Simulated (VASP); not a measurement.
# Y (Im-3m) in VASP: density of states with r2SCAN

Aim: the density of states of Y with r2SCAN.

All numbers are computed with VASP 6.6.1; they aren't measurements. Logs are shortened: lines on timing, memory, paths and dates and some standing lists are left out, and cuts for length are marked.

### 1 The structure

The structure is cubic, space group Im-3m (No. 229). The conventional cell has a = 4.066 Å, b = 4.066 Å, c = 4.066 Å, α = 90.00°, β = 90.00°, γ = 90.00°. Y (site symmetry m-3m) is surrounded by 8 Y at 3.52 Å.

The cell was built by a generator and needn't be a form met in nature.

### 2 Density of states, r2SCAN

Input file POSCAR:

```
Y
1.0
   -2.0331082528      2.0331082528      2.0331082528
    2.0331082528     -2.0331082528      2.0331082528
    2.0331082528      2.0331082528     -2.0331082528
Y
1
Direct
    0.0000000000      0.0000000000      0.0000000000
```

Input file INCAR.step1:

```
SYSTEM = Y
PREC = Accurate
ENCUT = 520
ISMEAR = -5
SIGMA = 0.05
LREAL = .False.
LASPH = .True.
NELM = 80
LMAXMIX = 4
GGA = PE
ALGO = Normal
EDIFF = 1E-4
LWAVE = .True.
LCHARG = .False.
```

Input file INCAR.step2:

```
SYSTEM = Y
PREC = Accurate
ENCUT = 520
EDIFF = 1E-6
ISMEAR = -5
SIGMA = 0.05
LREAL = .False.
LASPH = .True.
NELM = 80
ALGO = Normal
ISIF = 2
LWAVE = .False.
LCHARG = .False.
LMAXMIX = 4
METAGGA = R2SCAN
LMIXTAU = .True.
LORBIT = 10
NEDOS = 2001
ISTART = 1
```

Input file KPOINTS:

```
regular mesh
0
Gamma
  14 14 14
  0 0 0
```

Potentials or basis: VASP PAW PBE potentials, release 64 (Y_sv).

Run with:

```bash
> cat potpaw_PBE.64/Y_sv/POTCAR > POTCAR
> cp INCAR.step1 INCAR
> mpirun -np 1 vasp_std > vasp.out
> cp INCAR.step2 INCAR
> mpirun -np 1 vasp_std > vasp.out
```

OUTCAR:

```text
SYSTEM = Y
   PREC = Accurate
   ENCUT = 520
   EDIFF = 1E-6
   ISMEAR = -5
   LREAL = .False.
   LASPH = .True.
   NELM = 80
   ISIF = 2
   METAGGA = R2SCAN
   LORBIT = 10
   ISTART = 1

 ion  position               nearest neighbor table
   1  0.000  0.000  0.000-

  LATTYP: Found a body centered cubic cell.
 ALAT       =     4.0662165056

  Lattice vectors:

 A1 = (  -2.0331082528,   2.0331082528,   2.0331082528)
 A2 = (   2.0331082528,  -2.0331082528,   2.0331082528)
 A3 = (   2.0331082528,   2.0331082528,  -2.0331082528)

Analysis of symmetry for initial positions (statically):
=====================================================================
 Subroutine PRICEL returns:
 Original cell was already a primitive cell.

 Routine SETGRP: Setting up the symmetry group for a
 body centered cubic supercell.

 Subroutine GETGRP returns: Found 48 space group operations
 (whereof 48 operations were pure point group operations)
 out of a pool of 48 trial point group operations.

The static configuration has the point symmetry O_h .

Analysis of symmetry for dynamics (positions and initial velocities):
=====================================================================
 Subroutine PRICEL returns:
 Original cell was already a primitive cell.

 Routine SETGRP: Setting up the symmetry group for a
 body centered cubic supercell.

 Subroutine GETGRP returns: Found 48 space group operations
 (whereof 48 operations were pure point group operations)
 out of a pool of 48 trial point group operations.

The dynamic configuration has the point symmetry O_h .

 Subroutine INISYM returns: Found 48 space group operations
 (whereof 48 operations are pure point group operations),
 and found     1 'primitive' translations

----------------------------------------------------------------------------------------

                                     Primitive cell

  volume of cell :      33.6156

  direct lattice vectors                    reciprocal lattice vectors
    -2.033108253  2.033108253  2.033108253     0.000000000  0.245928863  0.245928863
     2.033108253 -2.033108253  2.033108253     0.245928863  0.000000000  0.245928863
     2.033108253  2.033108253 -2.033108253     0.245928863  0.245928863  0.000000000

  length of vectors
     3.521446791  3.521446791  3.521446791     0.347795933  0.347795933  0.347795933

  position of ions in fractional coordinates (direct lattice)
     0.000000000  0.000000000  0.000000000

  ion indices of the primitive-cell ions
   primitive index   ion index
                 1           1

----------------------------------------------------------------------------------------

 KPOINTS: regular mesh

Automatic generation of k-mesh.
 Grid dimensions read from file:
 generate k-points for:   14   14   14

 Generating k-lattice:

  Cartesian coordinates                     Fractional coordinates (reciprocal lattice)
     0.000000000  0.017566347  0.017566347     0.071428571  0.000000000  0.000000000
     0.017566347  0.000000000  0.017566347     0.000000000  0.071428571  0.000000000
     0.017566347  0.017566347  0.000000000     0.000000000  0.000000000  0.071428571

  Length of vectors
     0.024842567  0.024842567  0.024842567

  Shift w.r.t. Gamma in fractional coordinates (k-lattice)
     0.000000000  0.000000000  0.000000000

 TETIRR: Found   3105 inequivalent tetrahedra from    16464

 Subroutine IBZKPT returns following result:
 ===========================================

 Found    104 irreducible k-points:

 Following reciprocal coordinates:
            Coordinates               Weight
  0.000000  0.000000  0.000000      1.000000
  0.071429  0.000000  0.000000     12.000000
  0.142857  0.000000  0.000000     12.000000
  0.214286  0.000000  0.000000     12.000000
  0.285714  0.000000  0.000000     12.000000
  0.357143  0.000000  0.000000     12.000000
[... 16 lines left out ...]
  0.285714  0.285714  0.000000     24.000000
  0.357143  0.285714  0.000000     24.000000
 [... further k-points ...]
   k-points           NKPTS =    104   k-points in BZ     NKDIM =    104   number of bands    NBANDS=      9
   number of dos      NEDOS =   2001   number of ions     NIONS =      1
   total plane-waves  NPLWV =  21952
   dimension x,y,z NGX =    28 NGY =   28 NGZ =   28
   dimension x,y,z NGXF=    56 NGYF=   56 NGZF=   56
   ions per type =               1
   NGX,Y,Z   is equivalent  to a cutoff of  13.22, 13.22, 13.22 a.u.
   NGXF,Y,Z  is equivalent  to a cutoff of  26.44, 26.44, 26.44 a.u.
 SYSTEM =  Y
   PREC   = accura    normal or accurate (medium, high low for compatibility)
   ISTART =      1    job   : 0-new  1-cont  2-samecut
   ICHARG =      0    charge: 1-file 2-atom 10-const
   ISPIN  =      1    spin polarized calculation?
   LNONCOLLINEAR =      F non collinear calculations
   LSORBIT =      F    spin-orbit coupling
   LASPH  =      T    aspherical Exc in radial PAW
   ENCUT  =  520.0 eV  38.22 Ry    6.18 a.u.   6.55  6.55  6.55*2*pi/ulx,y,z
   NELM   =     80;   NELMIN=  2; NELMDL=  0     # of ELM steps
   EDIFF  = 0.1E-05   stopping-criterion for ELM
   LREAL  =      F    real-space projection
   EDIFFG = 0.1E-04   stopping-criterion for IOM
   NSW    =      0    number of steps for IOM
   IBRION =     -1    ionic relax: 0-MD 1-quasi-New 2-CG
   NFREE  =      0    steps in history (QN), initial steepest desc. (CG)
   ISIF   =      2    stress and relaxation
   ISYM   =      2    0-nonsym 1-usesym 2-fastsym
   POTIM  = 0.5000    time-step for ionic-motion
   TEBEG  =    0.0;   TEEND  =   0.0 temperature during run
   PSTRESS=    0.0 pullay stress
   NELECT =      11.0000    total number of electrons
   NUPDOWN=      -1.0000    fix difference up-down
   EMIN   =  10.00;   EMAX   =-10.00  energy-range for DOS
   EFERMI =   0.00;   METHOD = LEGACY
   ISMEAR =    -5;   SIGMA  =   0.05  broadening in eV -4-tet -1-fermi 0-gaus
   EFERMI_NEDOS =   21; number of points for ismear=-14 and -15
   IALGO  =     38    algorithm
   IMIX   =      4    mixing-type and parameters
     AMIX     =   0.40;   BMIX     =  1.00
     AMIX_MAG =   1.60;   BMIX_MAG =  1.00
  volume/ion in A,a.u.               =      33.62       226.85
  Fermi-wavevector in a.u.,A,eV,Ry     =   1.128128  2.131854 17.315779  1.272674
  Thomas-Fermi vector in A             =   2.264817
   LORBIT       =     10    0 simple, 1 ext, 2 COOP (PROOUT), +10 PAW based schemes
   METAGGA = R2SCAN    functional components
   LHFCALC =     F    Hartree Fock is set to
   AEXX    =    0.0000 exact exchange contribution
   IVDW    =     0    specifies the selected vdW correction
   LEPSILON=     F    determine dielectric tensor
   LRPA    =     F    only Hartree local field effects (RPA)
 non-spin polarized calculation
 Fermi weights with tetrahedron method with Bloechl corrections
  energy-cutoff  :      520.00
  volume of cell :       33.62
 maximum number of plane-waves:       937
 NGX is ok and might be reduce to    28
   NGX = 13   NGY = 13   NGZ = 13

 number of electron      11.0000000 magnetization

 Free energy of the ion-electron system (eV)
  ---------------------------------------------------
  ext. energy  EPLUGINS =         0.00000000
  ---------------------------------------------------
  free energy    TOTEN  =       -20.17275595 eV

  energy without entropy =      -20.17275595  energy(sigma->0) =      -20.17275595

 E-fermi :   3.0900     XC(G=0):  -9.9640

 val. band max:        3.0830134291   @ k =   0.2857   0.1429   0.1429
 cond. band min:       3.0933425042   @ k =  -0.2857   0.4286   0.0714
 fundamental gap:      0.0103290751
 Fermi energy:         3.0900486818

 k-point     1 :       0.0000    0.0000    0.0000
  band No.  band energies     occupation
      1     -41.3837      2.00000
      2     -20.4321      2.00000
      3     -20.4321      2.00000
      4     -20.4321      2.00000
      5      -1.9304      2.00000
      6       5.0306      0.00000
      7       5.0306      0.00000
      8       5.0306      0.00000
      9       6.8329      0.00000

 k-point     2 :       0.0714    0.0000    0.0000
  band No.  band energies     occupation
      1     -41.3805      2.00000
      2     -20.4595      2.00000
      3     -20.4404      2.00000
      4     -20.4323      2.00000
      5      -1.7961      2.00000
      6       4.9257      0.00000
      7       4.9757      0.00000
      8       5.1579      0.00000
      9       6.6771      0.00000

 k-point     3 :       0.1429    0.0000    0.0000
  band No.  band energies     occupation
      1     -41.3715      2.00000
      2     -20.5354      2.00000
      3     -20.4636      2.00000
      4     -20.4327      2.00000
      5      -1.4084      2.00000
      6       4.6539      0.00000
      7       4.7316      0.00000
      8       5.5341      0.00000
      9       6.4538      0.00000

 k-point     4 :       0.2143    0.0000    0.0000
  band No.  band energies     occupation
      1     -41.3585      2.00000
      2     -20.6429      2.00000
      3     -20.4969      2.00000
      4     -20.4335      2.00000
      5      -0.8163      2.00000
      6       4.2679      0.00000
      7       4.3063      0.00000
      8       6.1405      0.00000
      9       6.4539      0.00000
[... 205 lines left out ...]
 k-point    22 :       0.3571    0.2143    0.0000
  band No.  band energies     occupation
      1     -41.3137      2.00000
      2     -20.8809      2.00000
      3     -20.6788      2.00000
      4     -20.4870      2.00000
      5       1.8528      2.00000
      6       3.0429      1.60500
      7       3.3154     -0.04835
      8       6.7305      0.00000
      9       7.4397      0.00000

 k-point    23 :       0.2857    0.2857    0.0000
  band No.  band energies     occupation
      1     -41.3130      2.00000
      2     -20.8517      2.00000
      3     -20.7104      2.00000
      4     -20.4933      2.00000
      5       2.1059      2.00000
      6       2.8185      2.02772
      7       3.2825     -0.07375
      8       6.8505      0.00000
      9       7.3151      0.00000

 k-point    24 :       0.3571    0.2857    0.0000
  band No.  band energies     occupation
      1     -41.3110      2.00000
      2     -20.8311      2.00000
      3     -20.7497      2.00000
      4     -20.4960      2.00000
      5       2.3826      2.00000
      6       2.9198      2.01141
      7       2.9779      1.29890
      8       6.9865      0.00000
      9       7.3067      0.00000

 [... further k-points ...]

------------------------ aborting loop because EDIFF is reached ----------------------------------------

  FORCE on cell =-STRESS in cart. coord.  units (eV):
  Direction    XX          YY          ZZ          XY          YZ          ZX
  --------------------------------------------------------------------------------------
  -------------------------------------------------------------------------------------
  Total        0.0199034      0.0199034      0.0199034      0.0000000      0.0000000      0.0000000
  in kB        0.9486306      0.9486306      0.9486306      0.0000000      0.0000000      0.0000000
  external PRESSURE =       0.9486306 kB  Pullay stress =       0.0000000 kB

 VOLUME and BASIS-vectors are now :
 -----------------------------------------------------------------------------
  energy-cutoff  :      520.00
  volume of cell :       33.62
      direct lattice vectors                 reciprocal lattice vectors
    -2.033108253  2.033108253  2.033108253     0.000000000  0.245928863  0.245928863
     2.033108253 -2.033108253  2.033108253     0.245928863  0.000000000  0.245928863
     2.033108253  2.033108253 -2.033108253     0.245928863  0.245928863  0.000000000

 POSITION                                       TOTAL-FORCE (eV/Angst)
 -----------------------------------------------------------------------------------
      0.00000      0.00000      0.00000         0.000000      0.000000      0.000000
 -----------------------------------------------------------------------------------
    total drift:                                0.000000     -0.000000     -0.000000

  FREE ENERGIE OF THE ION-ELECTRON SYSTEM (eV)
  ---------------------------------------------------
  free  energy   TOTEN  =       -20.1727559490 eV

  energy  without entropy=      -20.1727559490  energy(sigma->0) =      -20.17275595

 total charge

# of ion       s       p       d       f       tot
--------------------------------------------------
    1        2.257   6.273   0.836   0.007   9.373
```

It took 2 min on 1 thread of Intel Xeon Platinum 8259CL at 2.50GHz (Skylake/Cascade Lake), shared host; peak memory 0.21 GiB.

What came out:

```
Free energy                                           : -20.1728 eV
Pressure                                              : 0.1 GPa
Band gap on the k mesh                                : none (metal or under the smearing width)
Valence electrons inside the program's atomic spheres : Y 9.37
```

States per cell in windows of 1 eV (zero at the Fermi level; states under -8 eV left out):
| from (eV) | total | Y1_d | Y1_p | Y1_s | Y1_f |
| --- | --- | --- | --- | --- | --- |
| -8.0 | 0.00 | 0.00 | 0.00 | 0.00 | 0.00 |
| -7.0 | 0.00 | 0.00 | 0.00 | 0.00 | 0.00 |
| -6.0 | 0.00 | 0.00 | 0.00 | 0.00 | 0.00 |
| -5.0 | 0.09 | 0.00 | 0.00 | 0.02 | 0.00 |
| -4.0 | 0.22 | 0.01 | 0.02 | 0.05 | 0.00 |
| -3.0 | 0.45 | 0.05 | 0.06 | 0.08 | 0.00 |
| -2.0 | 1.16 | 0.35 | 0.13 | 0.10 | 0.00 |
| -1.0 | 1.12 | 0.44 | 0.20 | 0.01 | 0.00 |
| 0.0 | 2.02 | 1.01 | 0.27 | 0.01 | 0.01 |
| 1.0 | 0.81 | 0.52 | 0.04 | 0.01 | 0.01 |
| 2.0 | 0.85 | 0.55 | 0.06 | 0.01 | 0.01 |
| 3.0 | 1.51 | 1.12 | 0.06 | 0.02 | 0.02 |
| 4.0 | 1.77 | 1.34 | 0.14 | 0.04 | 0.02 |
| 5.0 | 0.04 | 0.02 | 0.01 | 0.00 | 0.00 |
| 6.0 | 0.00 | 0.00 | 0.00 | 0.00 | 0.00 |
| 7.0 | 0.00 | 0.00 | 0.00 | 0.00 | 0.00 |

Caveat: the PAW data sets were made with another functional, which shifts forces and pressure a little; tetrahedron occupations give inexact forces and stress in metals.
